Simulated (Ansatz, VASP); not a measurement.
# GaSb in two plane-wave programs, part 2 of 5

Aim: how closely do two programs agree when they are given the same cell, functional and k mesh? Of the first pair: The structure shown is the start of the Ansatz relaxation below; VASP solves that cell, so the two are compared at the walk's first step.

VASP 6.6.1 and Ansatz 0.2.0.

So far: Starting point; Ansatz: relaxation, r2SCAN.

**3. VASP: single point, r2SCAN, start cell, pair 1**

Level of this step: r2SCAN; plane waves and PAW (Ga_d, Sb) (VASP).

The same cell, functional, mesh and smearing now go to VASP, with its own data sets.

Lines of VASP's logs that name or quote its potential files are left out, and so is its time.

INCAR reads:

```
SYSTEM = GaSb
PREC = Accurate
ENCUT = 440
EDIFF = 1E-06
NELM = 120
ISMEAR = 0
SIGMA = 0.02
LREAL = .FALSE.
ALGO = Normal
METAGGA = R2SCAN
LASPH = .TRUE.
NBANDS = 15
LORBIT = 11
LWAVE = .FALSE.
LCHARG = .FALSE.
ISIF = 2
ISYM = 2
GGA_COMPAT = .FALSE.
LMIXTAU = .TRUE.
KPAR = 2
```

POSCAR reads:

```
GaSb
1.0
   -0.1068380000      3.0828320000      3.0828320000
    3.0828320000     -0.1068380000      3.0828320000
    3.0828320000      3.0828320000     -0.1068380000
Ga Sb
1 1
Direct
    0.0018196595      0.0018196595      0.0018196595
    0.7481802580      0.7481802580      0.7481802580
```

KPOINTS reads:

```
Points of the shifted mesh
1728
Reciprocal
 0.0416666667  0.0416666667  0.0416666667 1
 0.0416666667  0.0416666667  0.1250000000 1
 0.0416666667  0.0416666667  0.2083333333 1
 0.0416666667  0.0416666667  0.2916666667 1
 0.0416666667  0.0416666667  0.3750000000 1
 0.0416666667  0.0416666667  0.4583333333 1
 0.0416666667  0.0416666667  0.5416666667 1
 0.0416666667  0.0416666667  0.6250000000 1
 0.0416666667  0.0416666667  0.7083333333 1
 0.0416666667  0.0416666667  0.7916666667 1
 0.0416666667  0.0416666667  0.8750000000 1
 0.0416666667  0.0416666667  0.9583333333 1
 0.0416666667  0.1250000000  0.0416666667 1
 0.0416666667  0.1250000000  0.1250000000 1
 0.0416666667  0.1250000000  0.2083333333 1
 0.0416666667  0.1250000000  0.2916666667 1
 0.0416666667  0.1250000000  0.3750000000 1
 0.0416666667  0.1250000000  0.4583333333 1
 0.0416666667  0.1250000000  0.5416666667 1
 0.0416666667  0.1250000000  0.6250000000 1
 0.0416666667  0.1250000000  0.7083333333 1
 0.0416666667  0.1250000000  0.7916666667 1
 0.0416666667  0.1250000000  0.8750000000 1
 0.0416666667  0.1250000000  0.9583333333 1
 0.0416666667  0.2083333333  0.0416666667 1
 0.0416666667  0.2083333333  0.1250000000 1
 0.0416666667  0.2083333333  0.2083333333 1
 0.0416666667  0.2083333333  0.2916666667 1
 0.0416666667  0.2083333333  0.3750000000 1
 0.0416666667  0.2083333333  0.4583333333 1
 0.0416666667  0.2083333333  0.5416666667 1
 0.0416666667  0.2083333333  0.6250000000 1
 0.0416666667  0.2083333333  0.7083333333 1
 0.0416666667  0.2083333333  0.7916666667 1
 0.0416666667  0.2083333333  0.8750000000 1
 0.0416666667  0.2083333333  0.9583333333 1
 0.0416666667  0.2916666667  0.0416666667 1
 0.0416666667  0.2916666667  0.1250000000 1
 0.0416666667  0.2916666667  0.2083333333 1
 0.0416666667  0.2916666667  0.2916666667 1
 0.0416666667  0.2916666667  0.3750000000 1
 0.0416666667  0.2916666667  0.4583333333 1
 0.0416666667  0.2916666667  0.5416666667 1
 0.0416666667  0.2916666667  0.6250000000 1
 0.0416666667  0.2916666667  0.7083333333 1
 0.0416666667  0.2916666667  0.7916666667 1
 0.0416666667  0.2916666667  0.8750000000 1
 0.0416666667  0.2916666667  0.9583333333 1
 0.0416666667  0.3750000000  0.0416666667 1
 0.0416666667  0.3750000000  0.1250000000 1
 0.0416666667  0.3750000000  0.2083333333 1
 0.0416666667  0.3750000000  0.2916666667 1
 0.0416666667  0.3750000000  0.3750000000 1
 0.0416666667  0.3750000000  0.4583333333 1
 0.0416666667  0.3750000000  0.5416666667 1
 0.0416666667  0.3750000000  0.6250000000 1
 0.0416666667  0.3750000000  0.7083333333 1
 0.0416666667  0.3750000000  0.7916666667 1
 0.0416666667  0.3750000000  0.8750000000 1
 0.0416666667  0.3750000000  0.9583333333 1
 0.0416666667  0.4583333333  0.0416666667 1
 0.0416666667  0.4583333333  0.1250000000 1
 0.0416666667  0.4583333333  0.2083333333 1
 0.0416666667  0.4583333333  0.2916666667 1
 0.0416666667  0.4583333333  0.3750000000 1
 0.0416666667  0.4583333333  0.4583333333 1
 0.0416666667  0.4583333333  0.5416666667 1
 0.0416666667  0.4583333333  0.6250000000 1
 0.0416666667  0.4583333333  0.7083333333 1
 0.0416666667  0.4583333333  0.7916666667 1
 0.0416666667  0.4583333333  0.8750000000 1
 0.0416666667  0.4583333333  0.9583333333 1
 0.0416666667  0.5416666667  0.0416666667 1
 0.0416666667  0.5416666667  0.1250000000 1
 0.0416666667  0.5416666667  0.2083333333 1
 0.0416666667  0.5416666667  0.2916666667 1
 0.0416666667  0.5416666667  0.3750000000 1
 0.0416666667  0.5416666667  0.4583333333 1
 0.0416666667  0.5416666667  0.5416666667 1
 0.0416666667  0.5416666667  0.6250000000 1
 0.0416666667  0.5416666667  0.7083333333 1
 0.0416666667  0.5416666667  0.7916666667 1
 0.0416666667  0.5416666667  0.8750000000 1
 0.0416666667  0.5416666667  0.9583333333 1
 0.0416666667  0.6250000000  0.0416666667 1
 0.0416666667  0.6250000000  0.1250000000 1
 0.0416666667  0.6250000000  0.2083333333 1
 0.0416666667  0.6250000000  0.2916666667 1
 0.0416666667  0.6250000000  0.3750000000 1
 0.0416666667  0.6250000000  0.4583333333 1
 0.0416666667  0.6250000000  0.5416666667 1
 0.0416666667  0.6250000000  0.6250000000 1
 0.0416666667  0.6250000000  0.7083333333 1
 0.0416666667  0.6250000000  0.7916666667 1
 0.0416666667  0.6250000000  0.8750000000 1
 0.0416666667  0.6250000000  0.9583333333 1
 0.0416666667  0.7083333333  0.0416666667 1
 0.0416666667  0.7083333333  0.1250000000 1
 0.0416666667  0.7083333333  0.2083333333 1
 0.0416666667  0.7083333333  0.2916666667 1
 0.0416666667  0.7083333333  0.3750000000 1
 0.0416666667  0.7083333333  0.4583333333 1
 0.0416666667  0.7083333333  0.5416666667 1
 0.0416666667  0.7083333333  0.6250000000 1
 0.0416666667  0.7083333333  0.7083333333 1
 0.0416666667  0.7083333333  0.7916666667 1
 0.0416666667  0.7083333333  0.8750000000 1
 0.0416666667  0.7083333333  0.9583333333 1
 0.0416666667  0.7916666667  0.0416666667 1
 0.0416666667  0.7916666667  0.1250000000 1
 0.0416666667  0.7916666667  0.2083333333 1
 0.0416666667  0.7916666667  0.2916666667 1
[... 1390 lines left out ...]
 0.8750000000  0.4583333333  0.1250000000 1
 0.8750000000  0.4583333333  0.2083333333 1
 0.8750000000  0.4583333333  0.2916666667 1
 0.8750000000  0.4583333333  0.3750000000 1
 0.8750000000  0.4583333333  0.4583333333 1
 0.8750000000  0.4583333333  0.5416666667 1
 0.8750000000  0.4583333333  0.6250000000 1
 0.8750000000  0.4583333333  0.7083333333 1
 0.8750000000  0.4583333333  0.7916666667 1
 0.8750000000  0.4583333333  0.8750000000 1
 0.8750000000  0.4583333333  0.9583333333 1
 0.8750000000  0.5416666667  0.0416666667 1
 0.8750000000  0.5416666667  0.1250000000 1
 0.8750000000  0.5416666667  0.2083333333 1
 0.8750000000  0.5416666667  0.2916666667 1
 0.8750000000  0.5416666667  0.3750000000 1
 0.8750000000  0.5416666667  0.4583333333 1
 0.8750000000  0.5416666667  0.5416666667 1
 0.8750000000  0.5416666667  0.6250000000 1
 0.8750000000  0.5416666667  0.7083333333 1
 0.8750000000  0.5416666667  0.7916666667 1
 0.8750000000  0.5416666667  0.8750000000 1
 0.8750000000  0.5416666667  0.9583333333 1
 0.8750000000  0.6250000000  0.0416666667 1
 0.8750000000  0.6250000000  0.1250000000 1
 0.8750000000  0.6250000000  0.2083333333 1
 0.8750000000  0.6250000000  0.2916666667 1
 0.8750000000  0.6250000000  0.3750000000 1
 0.8750000000  0.6250000000  0.4583333333 1
 0.8750000000  0.6250000000  0.5416666667 1
 0.8750000000  0.6250000000  0.6250000000 1
 0.8750000000  0.6250000000  0.7083333333 1
 0.8750000000  0.6250000000  0.7916666667 1
 0.8750000000  0.6250000000  0.8750000000 1
 0.8750000000  0.6250000000  0.9583333333 1
 0.8750000000  0.7083333333  0.0416666667 1
 0.8750000000  0.7083333333  0.1250000000 1
 0.8750000000  0.7083333333  0.2083333333 1
 0.8750000000  0.7083333333  0.2916666667 1
 0.8750000000  0.7083333333  0.3750000000 1
 0.8750000000  0.7083333333  0.4583333333 1
 0.8750000000  0.7083333333  0.5416666667 1
 0.8750000000  0.7083333333  0.6250000000 1
 0.8750000000  0.7083333333  0.7083333333 1
 0.8750000000  0.7083333333  0.7916666667 1
 0.8750000000  0.7083333333  0.8750000000 1
 0.8750000000  0.7083333333  0.9583333333 1
 0.8750000000  0.7916666667  0.0416666667 1
 0.8750000000  0.7916666667  0.1250000000 1
 0.8750000000  0.7916666667  0.2083333333 1
 0.8750000000  0.7916666667  0.2916666667 1
 0.8750000000  0.7916666667  0.3750000000 1
 0.8750000000  0.7916666667  0.4583333333 1
 0.8750000000  0.7916666667  0.5416666667 1
 0.8750000000  0.7916666667  0.6250000000 1
 0.8750000000  0.7916666667  0.7083333333 1
 0.8750000000  0.7916666667  0.7916666667 1
 0.8750000000  0.7916666667  0.8750000000 1
 0.8750000000  0.7916666667  0.9583333333 1
 0.8750000000  0.8750000000  0.0416666667 1
 0.8750000000  0.8750000000  0.1250000000 1
 0.8750000000  0.8750000000  0.2083333333 1
 0.8750000000  0.8750000000  0.2916666667 1
 0.8750000000  0.8750000000  0.3750000000 1
 0.8750000000  0.8750000000  0.4583333333 1
 0.8750000000  0.8750000000  0.5416666667 1
 0.8750000000  0.8750000000  0.6250000000 1
 0.8750000000  0.8750000000  0.7083333333 1
 0.8750000000  0.8750000000  0.7916666667 1
 0.8750000000  0.8750000000  0.8750000000 1
 0.8750000000  0.8750000000  0.9583333333 1
 0.8750000000  0.9583333333  0.0416666667 1
 0.8750000000  0.9583333333  0.1250000000 1
 0.8750000000  0.9583333333  0.2083333333 1
 0.8750000000  0.9583333333  0.2916666667 1
 0.8750000000  0.9583333333  0.3750000000 1
 0.8750000000  0.9583333333  0.4583333333 1
 0.8750000000  0.9583333333  0.5416666667 1
 0.8750000000  0.9583333333  0.6250000000 1
 0.8750000000  0.9583333333  0.7083333333 1
 0.8750000000  0.9583333333  0.7916666667 1
 0.8750000000  0.9583333333  0.8750000000 1
 0.8750000000  0.9583333333  0.9583333333 1
 0.9583333333  0.0416666667  0.0416666667 1
 0.9583333333  0.0416666667  0.1250000000 1
 0.9583333333  0.0416666667  0.2083333333 1
 0.9583333333  0.0416666667  0.2916666667 1
 0.9583333333  0.0416666667  0.3750000000 1
 0.9583333333  0.0416666667  0.4583333333 1
 0.9583333333  0.0416666667  0.5416666667 1
 0.9583333333  0.0416666667  0.6250000000 1
 0.9583333333  0.0416666667  0.7083333333 1
 0.9583333333  0.0416666667  0.7916666667 1
 0.9583333333  0.0416666667  0.8750000000 1
 0.9583333333  0.0416666667  0.9583333333 1
 0.9583333333  0.1250000000  0.0416666667 1
 0.9583333333  0.1250000000  0.1250000000 1
 0.9583333333  0.1250000000  0.2083333333 1
 0.9583333333  0.1250000000  0.2916666667 1
 0.9583333333  0.1250000000  0.3750000000 1
 0.9583333333  0.1250000000  0.4583333333 1
 0.9583333333  0.1250000000  0.5416666667 1
 0.9583333333  0.1250000000  0.6250000000 1
 0.9583333333  0.1250000000  0.7083333333 1
 0.9583333333  0.1250000000  0.7916666667 1
 0.9583333333  0.1250000000  0.8750000000 1
 0.9583333333  0.1250000000  0.9583333333 1
 0.9583333333  0.2083333333  0.0416666667 1
 0.9583333333  0.2083333333  0.1250000000 1
 0.9583333333  0.2083333333  0.2083333333 1
 0.9583333333  0.2083333333  0.2916666667 1
 0.9583333333  0.2083333333  0.3750000000 1
 0.9583333333  0.2083333333  0.4583333333 1
 0.9583333333  0.2083333333  0.5416666667 1
 0.9583333333  0.2083333333  0.6250000000 1
 0.9583333333  0.2083333333  0.7083333333 1
 0.9583333333  0.2083333333  0.7916666667 1
 0.9583333333  0.2083333333  0.8750000000 1
 0.9583333333  0.2083333333  0.9583333333 1
 0.9583333333  0.2916666667  0.0416666667 1
 0.9583333333  0.2916666667  0.1250000000 1
 0.9583333333  0.2916666667  0.2083333333 1
 0.9583333333  0.2916666667  0.2916666667 1
 0.9583333333  0.2916666667  0.3750000000 1
 0.9583333333  0.2916666667  0.4583333333 1
 0.9583333333  0.2916666667  0.5416666667 1
 0.9583333333  0.2916666667  0.6250000000 1
 0.9583333333  0.2916666667  0.7083333333 1
 0.9583333333  0.2916666667  0.7916666667 1
 0.9583333333  0.2916666667  0.8750000000 1
 0.9583333333  0.2916666667  0.9583333333 1
 0.9583333333  0.3750000000  0.0416666667 1
 0.9583333333  0.3750000000  0.1250000000 1
 0.9583333333  0.3750000000  0.2083333333 1
 0.9583333333  0.3750000000  0.2916666667 1
 0.9583333333  0.3750000000  0.3750000000 1
 0.9583333333  0.3750000000  0.4583333333 1
 0.9583333333  0.3750000000  0.5416666667 1
 0.9583333333  0.3750000000  0.6250000000 1
 0.9583333333  0.3750000000  0.7083333333 1
 0.9583333333  0.3750000000  0.7916666667 1
 0.9583333333  0.3750000000  0.8750000000 1
 0.9583333333  0.3750000000  0.9583333333 1
 0.9583333333  0.4583333333  0.0416666667 1
 0.9583333333  0.4583333333  0.1250000000 1
 0.9583333333  0.4583333333  0.2083333333 1
 0.9583333333  0.4583333333  0.2916666667 1
 0.9583333333  0.4583333333  0.3750000000 1
 0.9583333333  0.4583333333  0.4583333333 1
 0.9583333333  0.4583333333  0.5416666667 1
 0.9583333333  0.4583333333  0.6250000000 1
 0.9583333333  0.4583333333  0.7083333333 1
 0.9583333333  0.4583333333  0.7916666667 1
 0.9583333333  0.4583333333  0.8750000000 1
 0.9583333333  0.4583333333  0.9583333333 1
 0.9583333333  0.5416666667  0.0416666667 1
 0.9583333333  0.5416666667  0.1250000000 1
 0.9583333333  0.5416666667  0.2083333333 1
 0.9583333333  0.5416666667  0.2916666667 1
 0.9583333333  0.5416666667  0.3750000000 1
 0.9583333333  0.5416666667  0.4583333333 1
 0.9583333333  0.5416666667  0.5416666667 1
 0.9583333333  0.5416666667  0.6250000000 1
 0.9583333333  0.5416666667  0.7083333333 1
 0.9583333333  0.5416666667  0.7916666667 1
 0.9583333333  0.5416666667  0.8750000000 1
 0.9583333333  0.5416666667  0.9583333333 1
 0.9583333333  0.6250000000  0.0416666667 1
 0.9583333333  0.6250000000  0.1250000000 1
 0.9583333333  0.6250000000  0.2083333333 1
 0.9583333333  0.6250000000  0.2916666667 1
 0.9583333333  0.6250000000  0.3750000000 1
 0.9583333333  0.6250000000  0.4583333333 1
 0.9583333333  0.6250000000  0.5416666667 1
 0.9583333333  0.6250000000  0.6250000000 1
 0.9583333333  0.6250000000  0.7083333333 1
 0.9583333333  0.6250000000  0.7916666667 1
 0.9583333333  0.6250000000  0.8750000000 1
 0.9583333333  0.6250000000  0.9583333333 1
 0.9583333333  0.7083333333  0.0416666667 1
 0.9583333333  0.7083333333  0.1250000000 1
 0.9583333333  0.7083333333  0.2083333333 1
 0.9583333333  0.7083333333  0.2916666667 1
 0.9583333333  0.7083333333  0.3750000000 1
 0.9583333333  0.7083333333  0.4583333333 1
 0.9583333333  0.7083333333  0.5416666667 1
 0.9583333333  0.7083333333  0.6250000000 1
 0.9583333333  0.7083333333  0.7083333333 1
 0.9583333333  0.7083333333  0.7916666667 1
 0.9583333333  0.7083333333  0.8750000000 1
 0.9583333333  0.7083333333  0.9583333333 1
 0.9583333333  0.7916666667  0.0416666667 1
 0.9583333333  0.7916666667  0.1250000000 1
 0.9583333333  0.7916666667  0.2083333333 1
 0.9583333333  0.7916666667  0.2916666667 1
 0.9583333333  0.7916666667  0.3750000000 1
 0.9583333333  0.7916666667  0.4583333333 1
 0.9583333333  0.7916666667  0.5416666667 1
 0.9583333333  0.7916666667  0.6250000000 1
 0.9583333333  0.7916666667  0.7083333333 1
 0.9583333333  0.7916666667  0.7916666667 1
 0.9583333333  0.7916666667  0.8750000000 1
 0.9583333333  0.7916666667  0.9583333333 1
 0.9583333333  0.8750000000  0.0416666667 1
 0.9583333333  0.8750000000  0.1250000000 1
 0.9583333333  0.8750000000  0.2083333333 1
 0.9583333333  0.8750000000  0.2916666667 1
 0.9583333333  0.8750000000  0.3750000000 1
 0.9583333333  0.8750000000  0.4583333333 1
 0.9583333333  0.8750000000  0.5416666667 1
 0.9583333333  0.8750000000  0.6250000000 1
 0.9583333333  0.8750000000  0.7083333333 1
 0.9583333333  0.8750000000  0.7916666667 1
 0.9583333333  0.8750000000  0.8750000000 1
 0.9583333333  0.8750000000  0.9583333333 1
 0.9583333333  0.9583333333  0.0416666667 1
 0.9583333333  0.9583333333  0.1250000000 1
 0.9583333333  0.9583333333  0.2083333333 1
 0.9583333333  0.9583333333  0.2916666667 1
 0.9583333333  0.9583333333  0.3750000000 1
 0.9583333333  0.9583333333  0.4583333333 1
 0.9583333333  0.9583333333  0.5416666667 1
 0.9583333333  0.9583333333  0.6250000000 1
 0.9583333333  0.9583333333  0.7083333333 1
 0.9583333333  0.9583333333  0.7916666667 1
 0.9583333333  0.9583333333  0.8750000000 1
 0.9583333333  0.9583333333  0.9583333333 1
```

The projector-augmented-wave data sets are Ga_d and Sb (PBE family, release 64).

The run is started by

```
$ mpirun -np 2 vasp_std
```

The program printed:

```text
[banner, memory and clock lines left out]
running    2 mpi-ranks, on    1 nodes
 distrk:  each k-point on    1 cores,    2 groups
 distr:  one band on    1 cores,    1 groups

 POSCAR found type information on POSCAR GaSb
 POSCAR found :  2 types and       2 ions
|                                                                             |
|               ----> ADVICE to this user running VASP <----                  |
|                                                                             |
|     You enforced a specific xc type in the INCAR file but a different       |
|     [... a line on the potential file left out ...]
|     I HOPE YOU KNOW WHAT YOU ARE DOING!                                     |
|                                                                             |

 LDA part: xc-table for (None), standard interpolation
 POSCAR, INCAR and KPOINTS ok, starting setup
 FFT: planning ... GRIDC
 FFT: planning ... GRID_SOFT
 FFT: planning ... GRID
 WAVECAR not read
 entering main loop
       N       E                     dE             d eps       ncg     rms          rms(c)
DAV:   1     0.459461972596E+02    0.45946E+02   -0.82366E+03 52422   0.134E+03
DAV:   2    -0.334623165103E+02   -0.79409E+02   -0.76755E+02 59932   0.286E+02
DAV:   3    -0.393094951717E+02   -0.58472E+01   -0.58303E+01 62186   0.663E+01
DAV:   4    -0.394097439882E+02   -0.10025E+00   -0.10023E+00 63728   0.983E+00
DAV:   5    -0.394121014410E+02   -0.23575E-02   -0.23574E-02 66581   0.133E+00    0.266E+00
DAV:   6    -0.375026625055E+02    0.19094E+01   -0.40178E-01 54185   0.973E+00    0.184E+00
DAV:   7    -0.375094436652E+02   -0.67812E-02   -0.38335E-01 55739   0.684E+00    0.574E-01
DAV:   8    -0.375297186006E+02   -0.20275E-01   -0.27300E-01 51959   0.477E+00    0.189E-01
DAV:   9    -0.375354627672E+02   -0.57442E-02   -0.14419E-02 64146   0.100E+00    0.203E-01
DAV:  10    -0.375372046399E+02   -0.17419E-02   -0.92064E-04 61752   0.287E-01    0.293E-01
DAV:  11    -0.375411612617E+02   -0.39566E-02   -0.13434E-02 54521   0.737E-01    0.661E-02
DAV:  12    -0.375405000378E+02    0.66122E-03   -0.13103E-03 67247   0.266E-01    0.838E-02
DAV:  13    -0.375412097446E+02   -0.70971E-03   -0.19969E-04 55039   0.115E-01    0.762E-02
DAV:  14    -0.375411812672E+02    0.28477E-04   -0.81350E-04 52827   0.211E-01    0.872E-03
DAV:  15    -0.375414132216E+02   -0.23195E-03   -0.18162E-04 53373   0.107E-01    0.266E-02
DAV:  16    -0.375414493213E+02   -0.36100E-04   -0.27758E-05 60317   0.380E-02    0.201E-02
DAV:  17    -0.375414452450E+02    0.40763E-05   -0.13518E-06 58934   0.119E-02    0.132E-02
DAV:  18    -0.375414469272E+02   -0.16821E-05   -0.44182E-06 55256   0.238E-02    0.604E-03
DAV:  19    -0.375414486065E+02   -0.16794E-05   -0.18558E-06 55286   0.137E-02    0.661E-03
DAV:  20    -0.375414491853E+02   -0.57873E-06   -0.24009E-07 34236   0.341E-03
   1 F= -.37541449E+02 E0= -.37541449E+02  d E =-.232370E-10
```

(Continued in part 3 of 5.)

[Lines on the potential files, build, host, timing and source positions are cut from VASP's logs without a mark.]

[Logs are printed without paths, hosts, clocks, repeated set-up lines and the standing remarks that a program may print on its own settings, such as how far it seeks lower states.]

[Hosts, paths, dates, database ids (printed as entryN), source tags and the programs' standing remarks are cut or masked in the printed files.]
